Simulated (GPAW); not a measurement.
# SiO2 (P4_2/mnm) in GPAW: notebook

One crystal, SiO2, is run at these levels: PBEsol, LDA; tasks: band structure.

Program: GPAW 26.7.0. These are calculated values, not measurements. Logs are shortened: lines on timing, memory, paths and dates and some standing lists are left out, and cuts for length are marked. The log counts tension as positive stress, the text compression.

## Step 1: The crystal as given

The structure is tetragonal, space group P4_2/mnm (No. 136). The conventional cell has a = 4.233 Å, b = 4.233 Å, c = 2.693 Å, α = 90.00°, β = 90.00°, γ = 90.00°. Around Si (site symmetry mmm) lie 6 O at 1.78 to 1.84 Å. O (site symmetry m2m) is surrounded by 3 Si at 1.78 to 1.84 Å.

The cell comes from a database or a generator and needn't be the stable form of this composition.

## Step 2: Band structure, PBEsol

run.py

```python
from ase import Atoms
from ase.dft.bandgap import bandgap
from ase.io import write
from ase.units import GPa
from gpaw import GPAW, PW, setup_paths

setup_paths.insert(0, '.')

atoms = Atoms(['Si', 'Si', 'O', 'O', 'O', 'O'],
              cell=[[4.233169, 0.0, 0.0],
                    [0.0, 4.233169, 0.0],
                    [0.0, 0.0, 2.693495]],
              scaled_positions=[[0.0, 0.0, 0.0],
                                [0.5, 0.5, 0.5],
                                [0.806839, 0.193161, 0.5],
                                [0.306839, 0.306839, 0.0],
                                [0.193161, 0.806839, 0.5],
                                [0.693161, 0.693161, 0.0]],
              pbc=True)

calc = GPAW(mode=PW(800),
            xc='PBEsol',
            kpts={'size': (5, 5, 8), 'gamma': True},
            occupations={'name': 'fermi-dirac', 'width': 0.05},
            nbands=30,
            convergence={'density': 1e-05, 'energy': 1e-05},
            maxiter=150,
            txt='gpaw.txt')
atoms.calc = calc
energy = atoms.get_potential_energy()
forces = atoms.get_forces()
stress = atoms.get_stress()
calc.write('gs.gpw')
write('result.traj', atoms)
print(f'Energy: {energy:.6f} eV')
print('Forces (eV/A):')
print(forces.round(4))
print('Stress (GPa):', (stress / GPa).round(3))
print('Fermi level:', round(calc.get_fermi_level(), 4), 'eV')
print(f'Gap: {bandgap(calc)[0]:.4f} eV, direct: {bandgap(calc, direct=True)[0]:.4f} eV')

path = atoms.cell.bandpath('GXMGZRAZ,XR,MA', npoints=60, eps=1e-4)
bs_calc = calc.fixed_density(kpts=path, symmetry='off', nbands=44,
                             convergence={'bands': 'CBM+6.0', 'eigenstates': 1e-6}, txt='bands.txt')
bs = bs_calc.band_structure()
bs.write('bs.json')
print(f'Gap on the path: {bandgap(bs_calc)[0]:.4f} eV')
```

Potentials or basis: PAW data sets generated in the run's folder for this functional, pw.

On the command line:

```bash
gpaw-setup -f PBEsol O Si
OMP_NUM_THREADS=1 python run.py
```

gpaw.txt:

```text
__  _  _
 | _ |_)|_||  |
 |__||  | ||/\| - 26.7.0

Input parameters:
  mode=PW(ecut=800.0),
  convergence={'density': 1e-05, 'energy': 1e-05},
  kpts=MonkhorstPack(size=(5, 5, 8), gamma=True),
  maxiter=150,
  nbands=30,
  occupations=Occupations(name='fermi-dirac', width=0.05),
  xc=XC(name='PBEsol')

Diagonalizing LCAO Hamiltonian
Converting LCAO to pw mode
    .---------.
   /|         |
  / |O        |
 *  .--Si-----.
 | /      O  /
 |/  O      /
 Si--------*

Atoms  # Å, Bohr magnetons
|   | symbol |        x |        y |        z |    initial magnetic moments |
|---|--------|----------|----------|----------|-----------------------------|
| 0 |     Si | 0.000000 | 0.000000 | 0.000000 | ( 0.0000,  0.0000,  0.0000) |
| 1 |     Si | 2.116585 | 2.116585 | 1.346747 | ( 0.0000,  0.0000,  0.0000) |
| 2 |      O | 3.415486 | 0.817683 | 1.346747 | ( 0.0000,  0.0000,  0.0000) |
| 3 |      O | 1.298901 | 1.298901 | 0.000000 | ( 0.0000,  0.0000,  0.0000) |
| 4 |      O | 0.817683 | 3.415486 | 1.346747 | ( 0.0000,  0.0000,  0.0000) |
| 5 |      O | 2.934268 | 2.934268 | 0.000000 | ( 0.0000,  0.0000,  0.0000) |

Unit cell  # Å
| periodic |        x |        y |        z |  lengths |    angles |
|----------|----------|----------|----------|----------|-----------|
|      yes | 4.233169 | 0.000000 | 0.000000 | 4.233169 | 90.000000 |
|      yes | 0.000000 | 4.233169 | 0.000000 | 4.233169 | 90.000000 |
|      yes | 0.000000 | 0.000000 | 2.693495 | 2.693495 | 90.000000 |

Number of symmetries: 8
Symmetry operations  # r_c * U_cc + t_c -> r_c
|   | kind |            matrix            |
|---|------|------------------------------|
| 0 |  E   |  1, 0, 0,  0, 1, 0,  0, 0, 1 |
| 1 |  σ   |  1, 0, 0,  0, 1, 0,  0, 0,-1 |
| 2 |  σ   |  0, 1, 0,  1, 0, 0,  0, 0, 1 |
| 3 |  C2  |  0, 1, 0,  1, 0, 0,  0, 0,-1 |
| 4 |  σ   |  0,-1, 0, -1, 0, 0,  0, 0, 1 |
| 5 |  C2  |  0,-1, 0, -1, 0, 0,  0, 0,-1 |
| 6 |  C2  | -1, 0, 0,  0,-1, 0,  0, 0, 1 |
| 7 |  i   | -1, 0, 0,  0,-1, 0,  0, 0,-1 |

BZ-sampling:
  Number of BZ points: 200
  Number of IBZ points: 45

  Monkhorst-Pack size: [5, 5, 8]
  Monkhorst-Pack shift: [0.0, 0.0, 0.0625]

K-points  # in reciprocal-cell coordinates
|     |                                coordinates |     weight |
|-----|--------------------------------------------|------------|
|   0 | (  0.00000000,   0.00000000,   0.00000000) | 0.00500000 |
|   1 | (  0.00000000,   0.00000000,   0.12500000) | 0.01000000 |
|   2 | (  0.00000000,   0.00000000,   0.25000000) | 0.01000000 |
|   3 | (  0.00000000,   0.00000000,   0.37500000) | 0.01000000 |
|   4 | (  0.00000000,   0.00000000,   0.50000000) | 0.00500000 |
|   5 | (  0.20000000,  -0.20000000,   0.00000000) | 0.01000000 |
|   6 | (  0.20000000,  -0.20000000,   0.12500000) | 0.02000000 |
|   7 | (  0.20000000,  -0.20000000,   0.25000000) | 0.02000000 |
|   8 | (  0.20000000,  -0.20000000,   0.37500000) | 0.02000000 |
|   9 | (  0.20000000,  -0.20000000,   0.50000000) | 0.01000000 |
| ... |                                            |            |
|  44 | (  0.40000000,   0.40000000,   0.50000000) | 0.01000000 |

Plane wave coefficients: 2497
Cutoff: 800.0 eV

Spin-components: 1 (collinear spins)
Bands:           30
Projectors:      30
Spin-degeneracy: 2
Datatype:        complex128

Parallelization:
  kpt:    1
  domain: 1
  band:   1

Density:
  Valence electrons: 32.0
  Components: 1
  Grid points: [28 28 18]
  Charge: 0.0  # |e|

Potential:
  Grid points: [28 28 18]

species:
  Si:
    name:    Silicon
    Z:       14.0
    valence: 4
    core:    10
    charge:  0.0  # [|e|]
    compensation charges:
      type: gauss
      rc: 0.33  # [Å]
      lmax: 2
    cutoffs:
      filter: 1.86  # [Å]
      core: 2.06  # [Å]
    projectors
    | kind |    occ | energy [eV] | rcut [Å] |
    |------|--------|-------------|----------|
    |   3s |  2.000 |     -10.768 |    1.058 |
    |   3p |  2.000 |      -4.057 |    1.058 |
    |    s |        |      16.444 |    1.058 |
    |    p |        |      23.155 |    1.058 |
    |    d |        |       0.000 |    1.058 |

    Using partial waves for Si as LCAO basis

  O:
    name:    Oxygen
    Z:       8.0
    valence: 6
    core:    2
    charge:  0.0  # [|e|]
    compensation charges:
      type: gauss
      rc: 0.21  # [Å]
      lmax: 2
    cutoffs:
      filter: 1.17  # [Å]
      core: 0.83  # [Å]
    projectors
    | kind |    occ | energy [eV] | rcut [Å] |
    |------|--------|-------------|----------|
    |   2s |  2.000 |     -23.808 |    0.688 |
    |   2p |  4.000 |      -8.972 |    0.598 |
    |    s |        |       3.404 |    0.688 |
    |    p |        |      18.239 |    0.598 |
    |    d |        |       0.000 |    0.619 |

    Using partial waves for O as LCAO basis

Reference energy: -23879.261166  # eV

eigensolver:
  PPCG
  Converge bands: occupied
  niter=2

density mixing:
  MSR1-Mixer
  Pratt-step length: 0.05
  Maximum mixing coefficient: 0.75
  Old densities: 10
  SVD Regularization: 0.005
  Good broyden scale: 1.0
  Trust region scale: 1.0
  Backstep threshold: 4.0
  History deletion threshold: 6.0
  Fourier metric: weight=20.0, sigma=0.015

occupation numbers:
  Fermi-Dirac:
    width: 0.0500  # eV

poisson solver:
  ecut: 6400.0  # eV

xc functional:
  name: PBEsol with 2 nearest neighbor stencil

convergence criteria:
- Maximum integral of absolute [dens]ity change: 1e-05 electrons / valence electron
- Maximum [total energy] change in last 3 cyles: 1e-05 eV / valence electron
- Maximum integral of absolute [eigenst]ate change: 4e-08 eV^2 / valence electron
maximum number of iterations: 150

SCF iterations
|iter     | |      energy | eigst |  dens |
|---------|-|-------------|-------|-------|
|iter:   1| |  -53.368168 | +0.21 |       |
|iter:   2| |  -52.397915 | -2.04 | -0.76 |
|iter:   3| |  -49.439257 | -1.07 | -0.82 |
|iter:   4| |  -49.478370 | -3.25 | -1.43 |
|iter:   5| |  -49.494695 | -3.85 | -1.76 |
|iter:   6| |  -49.494738 | -5.82 | -3.07 |
|iter:   7| |  -49.494745c| -6.97 | -3.54 |
|iter:   8| |  -49.494745c| -7.59c| -4.19 |
|iter:   9| |  -49.494745c| -8.61c| -4.58 |
|iter:  10| |  -49.494745c| -9.17c| -5.34c|

Converged in 10 steps
Energy contributions relative to reference atoms: (reference = -23879.261166)

Energy contributions:
  Kinetic:          41.016194
  Coulomb:         -36.160648
  Zero:              0.836080
  External:          0.000000
  Xc:              -55.186372
  Entropy:          -0.000000
  Spinorbit:         0.000000
  ----------------------------
  Free energy:     -49.494745
  Extrapolated:    -49.494745

dipole moment: (-9.036489, -9.036489, -20.806148)  # |e|*Ang

Fermi level: 9.076
Eigenvalues  # (at kpt = [0.000, 0.000, 0.000])
| band index |      eig [eV] | occ [0-2] |
|------------|---------------|-----------|
|          0 |       -14.063 |     2.000 |
|        ... |               |           |
|          8 |         2.862 |     2.000 |
|          9 |         3.124 |     2.000 |
|         10 |         5.074 |     2.000 |
|         11 |         5.074 |     2.000 |
|         12 |         5.630 |     2.000 |
|         13 |         7.287 |     2.000 |
[... 8 lines left out ...]
|         22 |        21.776 |     0.000 |
|         23 |        21.776 |     0.000 |
|        ... |               |           |
|         29 |        25.838 |     0.000 |

Gap: 5.016 eV
Transition (v -> c):
  (s=0, k=0, n=15, [0.00, 0.00, 0.00]) -> (s=0, k=0, n=16, [0.00, 0.00, 0.00])
No difference between direct/indirect transitions

Forces  # eV/Ang
|        x |        y |       z |
|----------|----------|---------|
|  0.00000 |  0.00000 | 0.00000 |  # Si   0
|  0.00000 | -0.00000 | 0.00000 |  # Si   1
| -0.04218 |  0.04218 | 0.00000 |  # O    2
| -0.04223 | -0.04223 | 0.00000 |  # O    3
|  0.04218 | -0.04218 | 0.00000 |  # O    4
|  0.04223 |  0.04223 | 0.00000 |  # O    5

Stress tensor  # eV/Ang^3
|        x |        y |        z |
|----------|----------|----------|
| 0.019460 | 0.000000 | 0.000000 |
| 0.000000 | 0.019460 | 0.000000 |
| 0.000000 | 0.000000 | 0.013723 |

# Writing to gs.gpw (mode='')
```

It took 2.1 min on 1 thread of Arm Neoverse V1, shared host; peak memory 0.41 GiB.

What came out:

| Item | Value |
| --- | --- |
| Free energy | -49.4947 eV |
| Pressure | -2.8 GPa |
| Largest force | 0.060 eV/Å |
| Band gap on the k mesh | 5.02 eV, direct |
| Band gap along the path | 5.02 eV, direct |

Forces in eV/Å, atoms in the order of the input:
```
Si   0.000  0.000  0.000
Si   0.000  0.000  0.000
O   -0.042  0.042  0.000
O   -0.042 -0.042  0.000
O    0.042 -0.042  0.000
O    0.042  0.042  0.000
```

Stress tensor (GPa, compression positive):
```
-3.12  0.00  0.00
 0.00 -3.12  0.00
 0.00  0.00 -2.20
```

Levels at the corners of the path, in eV from the valence-band top:
```tsv
point	band 12	band 13	band 14	band 15	band 16	band 17	band 18	band 19	band 20	band 21
Γ	-3.04	-2.48	-0.83	-0.83	0.00	5.02	6.42	8.16	8.16	10.82
X	-3.75	-2.62	-2.62	-1.04	-1.04	7.24	7.24	8.73	8.73	10.64
M	-3.16	-2.56	-2.56	-2.20	-2.20	6.94	6.94	9.67	9.67	12.62
Γ	-3.04	-2.48	-0.83	-0.83	0.00	5.02	6.42	8.16	8.16	10.82
Z	-4.49	-2.94	-2.94	-2.60	-2.60	8.60	8.60	12.15	12.15	12.19
R	-3.85	-2.22	-2.22	-1.68	-1.68	8.36	8.36	9.37	9.37	11.90
A	-4.36	-1.74	-1.74	-1.48	-1.48	6.76	6.76	10.55	10.55	11.42
Z	-4.49	-2.94	-2.94	-2.60	-2.60	8.60	8.60	12.15	12.15	12.19
X	-3.75	-2.62	-2.62	-1.04	-1.04	7.24	7.24	8.73	8.73	10.64
R	-3.85	-2.22	-2.22	-1.68	-1.68	8.36	8.36	9.37	9.37	11.90
M	-3.16	-2.56	-2.56	-2.20	-2.20	6.94	6.94	9.67	9.67	12.62
A	-4.36	-1.74	-1.74	-1.48	-1.48	6.76	6.76	10.55	10.55	11.42
```

## Step 3: Band structure, LDA

Edit run.py of step 2 so:

```diff
@@ -4,5 +4,3 @@
 from ase.units import GPa
-from gpaw import GPAW, PW, setup_paths
-
-setup_paths.insert(0, '.')
+from gpaw import GPAW, PW
 
@@ -21,3 +19,3 @@
 calc = GPAW(mode=PW(800),
-            xc='PBEsol',
+            xc='LDA',
             kpts={'size': (5, 5, 8), 'gamma': True},
```

Potentials or basis: the program's PAW data sets (release 1.2.1) made for this functional, pw.

On the command line:

```bash
OMP_NUM_THREADS=1 python run.py
```

gpaw.txt:

```text
__  _  _
 | _ |_)|_||  |
 |__||  | ||/\| - 26.7.0

Input parameters:
  mode=PW(ecut=800.0),
  convergence={'density': 1e-05, 'energy': 1e-05},
  kpts=MonkhorstPack(size=(5, 5, 8), gamma=True),
  maxiter=150,
  nbands=30,
  occupations=Occupations(name='fermi-dirac', width=0.05),
  xc=XC(name='LDA')

Diagonalizing LCAO Hamiltonian
Converting LCAO to pw mode
    .---------.
   /|         |
  / |O        |
 *  .--Si-----.
 | /      O  /
 |/  O      /
 Si--------*

Atoms  # Å, Bohr magnetons
|   | symbol |        x |        y |        z |    initial magnetic moments |
|---|--------|----------|----------|----------|-----------------------------|
| 0 |     Si | 0.000000 | 0.000000 | 0.000000 | ( 0.0000,  0.0000,  0.0000) |
| 1 |     Si | 2.116585 | 2.116585 | 1.346747 | ( 0.0000,  0.0000,  0.0000) |
| 2 |      O | 3.415486 | 0.817683 | 1.346747 | ( 0.0000,  0.0000,  0.0000) |
| 3 |      O | 1.298901 | 1.298901 | 0.000000 | ( 0.0000,  0.0000,  0.0000) |
| 4 |      O | 0.817683 | 3.415486 | 1.346747 | ( 0.0000,  0.0000,  0.0000) |
| 5 |      O | 2.934268 | 2.934268 | 0.000000 | ( 0.0000,  0.0000,  0.0000) |

Unit cell  # Å
| periodic |        x |        y |        z |  lengths |    angles |
|----------|----------|----------|----------|----------|-----------|
|      yes | 4.233169 | 0.000000 | 0.000000 | 4.233169 | 90.000000 |
|      yes | 0.000000 | 4.233169 | 0.000000 | 4.233169 | 90.000000 |
|      yes | 0.000000 | 0.000000 | 2.693495 | 2.693495 | 90.000000 |

Number of symmetries: 8
Symmetry operations  # r_c * U_cc + t_c -> r_c
|   | kind |            matrix            |
|---|------|------------------------------|
[... 142 lines left out ...]
|iter:   1| |  -56.755729 | +0.20 |       |
|iter:   2| |  -55.709399 | -2.03 | -0.75 |
|iter:   3| |  -52.500447 | -1.04 | -0.81 |
|iter:   4| |  -52.508776 | -3.33 | -1.43 |
|iter:   5| |  -52.515116 | -3.93 | -1.76 |
|iter:   6| |  -52.515149 | -6.05 | -3.08 |
|iter:   7| |  -52.515154c| -7.07 | -3.55 |
|iter:   8| |  -52.515154c| -7.57c| -4.25 |
|iter:   9| |  -52.515154c| -7.77c| -4.66 |
|iter:  10| |  -52.515154c| -8.99c| -5.63c|

Converged in 10 steps
Energy contributions relative to reference atoms: (reference = -23829.058639)

Energy contributions:
  Kinetic:          39.458712
  Coulomb:         -34.418465
  Zero:              0.790963
  External:          0.000000
  Xc:              -58.346363
  Entropy:          -0.000000
  Spinorbit:         0.000000
  ----------------------------
  Free energy:     -52.515154
  Extrapolated:    -52.515154

dipole moment: (-9.042848, -9.042848, -20.776221)  # |e|*Ang

Fermi level: 8.865
Eigenvalues  # (at kpt = [0.000, 0.000, 0.000])
| band index |      eig [eV] | occ [0-2] |
|------------|---------------|-----------|
|          0 |       -14.133 |     2.000 |
|        ... |               |           |
|          8 |         2.626 |     2.000 |
|          9 |         2.891 |     2.000 |
|         10 |         4.839 |     2.000 |
|         11 |         4.839 |     2.000 |
|         12 |         5.391 |     2.000 |
|         13 |         7.062 |     2.000 |
[... 8 lines left out ...]
|         22 |        21.427 |     0.000 |
|         23 |        21.427 |     0.000 |
|        ... |               |           |
|         29 |        25.534 |     0.000 |

Gap: 5.039 eV
Transition (v -> c):
  (s=0, k=0, n=15, [0.00, 0.00, 0.00]) -> (s=0, k=0, n=16, [0.00, 0.00, 0.00])
No difference between direct/indirect transitions

Forces  # eV/Ang
|        x |        y |       z |
|----------|----------|---------|
|  0.00000 |  0.00000 | 0.00000 |  # Si   0
|  0.00000 |  0.00000 | 0.00000 |  # Si   1
|  0.02649 | -0.02649 | 0.00000 |  # O    2
|  0.02647 |  0.02647 | 0.00000 |  # O    3
| -0.02649 |  0.02649 | 0.00000 |  # O    4
| -0.02647 | -0.02647 | 0.00000 |  # O    5

Stress tensor  # eV/Ang^3
|         x |         y |        z |
|-----------|-----------|----------|
|  0.063460 | -0.000000 | 0.000000 |
| -0.000000 |  0.063460 | 0.000000 |
|  0.000000 |  0.000000 | 0.060655 |

# Writing to gs.gpw (mode='')
```

stdout:

```text
Energy: -52.515154 eV
Forces (eV/A):
[[ 0.      0.      0.    ]
 [ 0.      0.      0.    ]
 [ 0.0265 -0.0265  0.    ]
 [ 0.0265  0.0265  0.    ]
 [-0.0265  0.0265  0.    ]
 [-0.0265 -0.0265  0.    ]]
Stress (GPa): [10.167 10.167  9.718  0.     0.    -0.   ]
Fermi level: 8.8646 eV
Gap: 5.0386 eV, direct: 5.0386 eV
Gap on the path: 5.0386 eV
```

It took 2 min on 1 thread of Arm Neoverse V1, shared host; peak memory 0.4 GiB.

What came out:

* Free energy: -52.5152 eV
* Pressure: -10.0 GPa
* Largest force: 0.037 eV/Å
* Band gap on the k mesh: 5.04 eV, direct
* Band gap along the path: 5.04 eV, direct

Forces on the atoms (eV/Å):
```
Si   0.000  0.000  0.000
Si   0.000  0.000  0.000
O    0.026 -0.026  0.000
O    0.026  0.026  0.000
O   -0.026  0.026  0.000
O   -0.026 -0.026  0.000
```

Stress tensor (GPa, compression positive):
```
-10.17   0.00   0.00
  0.00 -10.17   0.00
  0.00   0.00  -9.72
```

Levels at the corners of the path, in eV from the valence-band top:
| point | band 13 | band 14 | band 15 | band 16 | band 17 | band 18 | band 19 | band 20 |
| --- | --- | --- | --- | --- | --- | --- | --- | --- |
| Γ | -2.51 | -0.84 | -0.84 | 0.00 | 5.04 | 6.34 | 8.14 | 8.14 |
| X | -2.64 | -2.64 | -1.04 | -1.04 | 7.19 | 7.19 | 8.69 | 8.69 |
| M | -2.57 | -2.57 | -2.20 | -2.20 | 6.87 | 6.87 | 9.61 | 9.61 |
| Γ | -2.51 | -0.84 | -0.84 | 0.00 | 5.04 | 6.34 | 8.14 | 8.14 |
| Z | -2.95 | -2.95 | -2.60 | -2.60 | 8.47 | 8.47 | 12.04 | 12.04 |
| R | -2.24 | -2.24 | -1.69 | -1.69 | 8.25 | 8.25 | 9.33 | 9.33 |
| A | -1.75 | -1.75 | -1.48 | -1.48 | 6.69 | 6.69 | 10.47 | 10.47 |
| Z | -2.95 | -2.95 | -2.60 | -2.60 | 8.47 | 8.47 | 12.04 | 12.04 |
| X | -2.64 | -2.64 | -1.04 | -1.04 | 7.19 | 7.19 | 8.69 | 8.69 |
| R | -2.24 | -2.24 | -1.69 | -1.69 | 8.25 | 8.25 | 9.33 | 9.33 |
| M | -2.57 | -2.57 | -2.20 | -2.20 | 6.87 | 6.87 | 9.61 | 9.61 |
| A | -1.75 | -1.75 | -1.48 | -1.48 | 6.69 | 6.69 | 10.47 | 10.47 |

## Step 4: The reference run

An earlier run on the cell as given: functional PBEsol; potentials or basis PAW data sets generated in the run's folder for this functional; cutoff 800 eV; basis pw; k mesh 6 × 6 × 10; occupations fermi-dirac, width 0.05 eV; no spin polarisation.

* Pressure: -2.8 GPa
* Largest force: 0.060 eV/Å
* Band gap on the k mesh: 5.02 eV, direct

## Step 5: The runs side by side

```csv
task,level,potentials or basis,k mesh,band path,band points,gap on the mesh (eV),pressure (GPa),largest force (eV/Å)
band structure,PBEsol,"PAW data sets generated in the run's folder for this functional, pw",5 × 5 × 8,"GXMGZRAZ,XR,MA",60,5.02,-2.8,0.06
band structure,LDA,"the program's PAW data sets (release 1.2.1) made for this functional, pw",5 × 5 × 8,"GXMGZRAZ,XR,MA",60,5.04,-10.0,0.04
single point,PBEsol,"PAW data sets generated in the run's folder for this functional, pw",6 × 6 × 10,-,-,5.02,-2.8,0.06
```

Alike in all rows: no spin polarisation; cell as given; cutoff (eV) 800; smearing fermi-dirac 0.05 eV.

Absolute energies hang on the potentials; compare differences alone.
